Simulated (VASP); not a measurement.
Here is a VASP 6.6.1 calculation.

POSCAR

```
CdS
1.0
    4.1500000000      0.0000000000      0.0000000000
   -2.0750000000      3.5940054257      0.0000000000
    0.0000000000      0.0000000000      6.7370000000
Cd S
2 2
Direct
    0.6666666667      0.3333333333      0.5000000000
    0.3333333333      0.6666666667      0.0000000000
    0.6666666667      0.3333333333      0.8750000000
    0.3333333333      0.6666666667      0.3750000000
```

INCAR.step1

```
SYSTEM = CdS
ALGO = Fast ; EDIFF = 1E-8
EDIFFG = -0.002 ; ENCUT = 600
GGA = PE ; IBRION = 2
ISIF = 3 ; ISMEAR = -1
LASPH = .True. ; LCHARG = .False.
LREAL = .False. ; LWAVE = .False.
NELM = 100 ; NSW = 40
PREC = Accurate ; SIGMA = 0.05
```

Contents of INCAR.step2:

```
SYSTEM = CdS
ALGO = Fast ; EDIFF = 1E-8
ENCUT = 600 ; GGA = PE
IBRION = 6 ; ISIF = 3
ISMEAR = -1 ; LASPH = .True.
LCHARG = .False. ; LREAL = .False.
LWAVE = .False. ; NELM = 100
NFREE = 2 ; NSW = 1
POTIM = 0.015 ; PREC = Accurate
SIGMA = 0.05
```

File KPOINTS:

```
k-points
0
Gamma
  5 5 3
  0 0 0
```

Potentials or basis: VASP PAW PBE potentials, release 64 (Cd, S).

The run is started by

```console
$ cat potpaw_PBE.64/Cd/POTCAR potpaw_PBE.64/S/POTCAR > POTCAR
$ cp INCAR.step1 INCAR
$ mpirun -np 1 vasp_std > vasp.out
$ cp CONTCAR POSCAR
$ cp INCAR.step2 INCAR
$ mpirun -np 1 vasp_std > vasp.out
```

Q: Estimate the Voigt bulk modulus.

A: 53 GPa.

Q: Predict the highest phonon frequency at Γ, LO-TO splitting left out.

A: 281 cm⁻¹.

Q: What does it give for the relaxed volume?

A: 26.17 Å³/atom.

Q: Predict the relaxed cell.

A: a = 4.205 Å, b = 4.205 Å, c = 6.838 Å, α = 90.00°, β = 90.00°, γ = 120.00°.

Q: Estimate the space group after relaxing (to 0.05 Å).

A: P6_3mc (No. 186).

Phonon frequencies in cm⁻¹ (negative: imaginary):
```csv
q point,frequencies
"(0.000, 0.000, 0.000)",0 0 0 44 44 129 213 220 220 232 232 281
```
